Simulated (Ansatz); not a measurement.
Born–Oppenheimer molecular dynamics of a periodic cell of 18 atoms, C (surface graphene monolayer). It starts from a relaxed structure.

The calculation used Ansatz 0.2.0, DFT PBE, scalar-relativistic, plane waves, PAW. Settings: accuracy low, PAW set soft_1, cutoff 420 eV, k mesh 2x2x1, fermi-dirac smearing 0.05 eV, no spin polarisation.

- ensemble: NVE (velocity Verlet)
- time step: 1 fs
- steps asked: 180
- starting velocities drawn for: 2400 K
- seed: 15401

Frames 10 fs apart, positions in Å.

Velocities at 20.0 fs (Å/ps):

```
C -5.63 4.74 3.34
C -6.95 -1.12 6.47
C 3.37 7.52 -7.08
C 0.25 -3.54 17.37
C 5.02 2.01 -5.43
C 4.32 -1.50 2.33
C -4.00 0.32 -3.79
C -1.09 2.57 2.60
C -2.12 -5.70 -4.99
C 5.46 19.12 6.33
C -5.91 -12.53 -3.08
C 12.84 -0.94 7.24
C 9.68 7.98 -4.45
C -3.32 8.88 -0.42
C -6.70 -8.30 1.81
C -8.76 -1.50 -3.96
C 3.74 -2.65 -0.86
C -0.19 -15.35 -13.45
```

```xyz
18
Lattice="7.3980 0.0000 0.0000 -3.6990 6.4069 0.0000 0.0000 0.0000 11.0000" Properties=species:S:1:pos:R:3 time_fs=20.0 energy_less_start_eV=3.731 T=723
C 0.058 -0.103 0.785
C 1.274 0.749 1.052
C -1.201 2.054 1.013
C -0.071 2.850 1.166
C -2.463 4.279 0.869
C -1.311 5.069 0.926
C 2.502 0.099 1.048
C 3.741 0.703 1.062
C 1.314 2.241 1.315
C 2.460 2.804 1.069
C -0.122 4.236 1.021
C 1.144 4.883 1.057
C 4.945 -0.073 1.069
C 6.209 0.769 0.941
C 3.754 2.145 0.863
C 5.000 2.854 0.851
C 2.464 4.321 1.003
C 3.594 4.969 0.888
18
Lattice="7.3980 0.0000 0.0000 -3.6990 6.4069 0.0000 0.0000 0.0000 11.0000" Properties=species:S:1:pos:R:3 time_fs=30.0 energy_less_start_eV=3.077 T=1018
C -0.028 0.060 0.891
C 1.196 0.740 1.099
C -1.240 2.220 0.948
C 0.015 2.824 1.299
C -2.480 4.275 0.815
C -1.232 4.996 0.954
C 2.448 0.019 1.010
C 3.739 0.734 1.060
C 1.190 2.100 1.215
C 2.548 2.929 1.119
C -0.060 4.226 1.036
C 1.255 4.985 1.108
C 4.994 0.013 1.006
C 6.178 0.638 0.932
C 3.684 2.109 0.933
C 4.912 2.836 0.829
C 2.416 4.218 0.999
C 3.756 4.926 0.747
18
Lattice="7.3980 0.0000 0.0000 -3.6990 6.4069 0.0000 0.0000 0.0000 11.0000" Properties=species:S:1:pos:R:3 time_fs=40.0 energy_less_start_eV=3.017 T=1042
C 0.002 -0.012 1.005
C 1.218 0.652 1.082
C -1.272 2.138 0.965
C 0.003 2.877 1.224
C -2.445 4.239 0.771
C -1.171 4.898 0.959
C 2.448 -0.078 1.006
C 3.651 0.676 1.009
C 1.218 2.095 1.144
C 2.398 2.716 1.145
C 0.153 4.345 1.176
C 1.270 5.059 1.091
C 4.853 0.019 0.946
C 6.132 0.787 0.928
C 3.686 2.155 1.038
C 4.894 2.861 0.839
C 2.530 4.334 0.953
C 3.723 5.085 0.720
18
Lattice="7.3980 0.0000 0.0000 -3.6990 6.4069 0.0000 0.0000 0.0000 11.0000" Properties=species:S:1:pos:R:3 time_fs=50.0 energy_less_start_eV=2.710 T=1179
C -0.028 0.039 1.032
C 1.245 0.618 1.050
C -1.206 2.225 1.034
C -0.006 2.879 1.035
C -2.394 4.298 0.762
C -1.158 4.922 0.973
C 2.461 -0.102 1.015
C 3.581 0.701 0.963
C 1.181 2.072 1.131
C 2.439 2.887 1.075
C 0.065 4.239 1.277
C 1.371 5.044 1.038
C 4.910 0.088 0.898
C 6.089 0.749 0.963
C 3.636 2.072 1.087
C 4.883 2.846 0.911
C 2.513 4.294 0.944
C 3.708 4.979 0.813
18
Lattice="7.3980 0.0000 0.0000 -3.6990 6.4069 0.0000 0.0000 0.0000 11.0000" Properties=species:S:1:pos:R:3 time_fs=60.0 energy_less_start_eV=1.767 T=1605
C -0.052 -0.030 0.966
C 1.188 0.732 1.040
C -1.293 2.203 1.037
C 0.060 2.799 0.967
C -2.470 4.239 0.854
C -1.194 4.958 1.025
C 2.438 0.003 1.010
C 3.724 0.711 0.963
C 1.266 2.128 1.057
C 2.484 2.852 1.010
C 0.008 4.254 1.151
C 1.190 4.993 1.022
C 4.946 -0.010 0.908
C 6.213 0.742 1.030
C 3.633 2.171 1.037
C 4.925 2.854 1.021
C 2.439 4.274 0.958
C 3.786 4.975 0.943
18
Lattice="7.3980 0.0000 0.0000 -3.6990 6.4069 0.0000 0.0000 0.0000 11.0000" Properties=species:S:1:pos:R:3 time_fs=70.0 energy_less_start_eV=1.837 T=1574
C 0.104 0.002 0.942
C 1.244 0.735 1.002
C -1.165 2.031 1.017
C -0.029 2.864 1.021
C -2.463 4.275 1.069
C -1.320 5.030 1.049
C 2.483 0.078 1.008
C 3.765 0.738 0.996
C 1.230 2.161 0.932
C 2.474 2.830 0.971
C -0.074 4.251 0.890
C 1.174 4.941 1.000
C 4.927 -0.044 1.007
C 6.164 0.657 1.037
C 3.810 2.144 0.951
C 4.921 2.865 1.084
C 2.441 4.317 0.995
C 3.603 4.973 1.028
18
Lattice="7.3980 0.0000 0.0000 -3.6990 6.4069 0.0000 0.0000 0.0000 11.0000" Properties=species:S:1:pos:R:3 time_fs=80.0 energy_less_start_eV=3.558 T=798
C 0.004 -0.011 0.996
C 1.332 0.772 0.921
C -1.221 2.098 1.049
C -0.053 2.865 0.994
C -2.555 4.346 1.284
C -1.285 5.072 1.013
C 2.538 0.035 1.014
C 3.712 0.718 1.017
C 1.204 2.175 0.864
C 2.527 2.868 0.906
C -0.151 4.307 0.756
C 1.184 4.958 0.925
C 4.937 -0.058 1.122
C 6.209 0.547 0.989
C 3.730 2.122 0.917
C 5.099 2.818 1.093
C 2.393 4.205 1.041
C 3.689 5.012 1.098
18
Lattice="7.3980 0.0000 0.0000 -3.6990 6.4069 0.0000 0.0000 0.0000 11.0000" Properties=species:S:1:pos:R:3 time_fs=90.0 energy_less_start_eV=2.852 T=1117
C 0.038 -0.024 1.030
C 1.205 0.741 0.882
C -1.226 2.081 1.072
C 0.041 2.863 0.847
C -2.396 4.235 1.322
C -1.268 4.972 1.007
C 2.417 0.040 0.985
C 3.789 0.702 1.024
C 1.276 2.177 0.848
C 2.470 2.803 0.840
C -0.029 4.285 0.809
C 1.165 4.941 0.875
C 4.927 -0.051 1.121
C 6.165 0.767 1.005
C 3.737 2.172 0.967
C 4.836 2.896 1.120
C 2.455 4.310 1.032
C 3.689 4.941 1.213
18
Lattice="7.3980 0.0000 0.0000 -3.6990 6.4069 0.0000 0.0000 0.0000 11.0000" Properties=species:S:1:pos:R:3 time_fs=100.0 energy_less_start_eV=2.085 T=1461
C -0.059 0.006 1.065
C 1.183 0.679 0.909
C -1.232 2.272 1.021
C -0.004 2.816 0.752
C -2.452 4.254 1.214
C -1.191 4.965 1.045
C 2.459 -0.032 0.940
C 3.621 0.712 1.003
C 1.217 2.088 0.793
C 2.463 2.917 0.862
C 0.092 4.215 0.918
C 1.319 5.029 0.920
C 4.958 0.044 1.007
C 6.137 0.733 1.092
C 3.634 2.085 1.036
C 4.901 2.834 1.178
C 2.514 4.256 0.954
C 3.731 4.974 1.292
18
Lattice="7.3980 0.0000 0.0000 -3.6990 6.4069 0.0000 0.0000 0.0000 11.0000" Properties=species:S:1:pos:R:3 time_fs=110.0 energy_less_start_eV=2.890 T=1097
C -0.092 0.003 1.157
C 1.271 0.655 0.949
C -1.233 2.117 0.945
C 0.004 2.870 0.786
C -2.473 4.308 1.095
C -1.115 4.901 1.077
C 2.439 -0.115 0.931
C 3.610 0.691 0.956
C 1.203 2.070 0.722
C 2.411 2.775 0.920
C 0.116 4.316 0.983
C 1.353 5.049 0.966
C 4.871 0.077 0.926
C 6.143 0.793 1.119
C 3.590 2.124 1.112
C 4.939 2.849 1.194
C 2.557 4.319 0.959
C 3.699 5.045 1.204
18
Lattice="7.3980 0.0000 0.0000 -3.6990 6.4069 0.0000 0.0000 0.0000 11.0000" Properties=species:S:1:pos:R:3 time_fs=120.0 energy_less_start_eV=2.711 T=1182
C 0.044 0.081 1.210
C 1.178 0.660 0.970
C -1.202 2.167 0.929
C 0.061 2.866 0.890
C -2.386 4.228 1.055
C -1.229 4.944 1.062
C 2.456 -0.045 0.970
C 3.703 0.716 0.923
C 1.228 2.110 0.747
C 2.431 2.836 0.975
C 0.073 4.268 0.988
C 1.222 5.033 0.968
C 4.926 0.009 0.962
C 6.114 0.694 1.051
C 3.716 2.137 1.145
C 4.804 2.902 1.095
C 2.432 4.259 1.025
C 3.719 4.983 1.034
18
Lattice="7.3980 0.0000 0.0000 -3.6990 6.4069 0.0000 0.0000 0.0000 11.0000" Properties=species:S:1:pos:R:3 time_fs=130.0 energy_less_start_eV=2.819 T=1135
C -0.049 -0.105 1.120
C 1.293 0.804 0.966
C -1.260 2.181 0.997
C -0.019 2.804 0.976
C -2.548 4.293 1.030
C -1.235 5.050 0.997
C 2.503 0.077 1.011
C 3.722 0.731 0.973
C 1.294 2.155 0.919
C 2.507 2.884 1.021
C -0.106 4.234 0.986
C 1.160 4.919 0.985
C 4.980 -0.046 1.015
C 6.241 0.728 0.975
C 3.671 2.122 1.052
C 5.012 2.797 0.949
C 2.430 4.265 1.056
C 3.694 4.953 0.973
```

Of the whole run (180 fs, mean temperature of the second half 1176 K): The conserved energy stayed within 2.9 meV per atom of its start (net change 1 meV per atom), so the integration is sound. The temperature averaged 0.49 of the 2400 K drawn at the start: a run that starts near a minimum puts about half its kinetic energy into the potential. A run of 0.18 ps of so small a system gives no equilibrium averages. Limits of this set-up: coarse k mesh, slab without dipole correction, low accuracy level.

Run time: 13 min on 1 thread of Arm Neoverse V2, with other jobs on the host, peak memory 0.59 GiB.
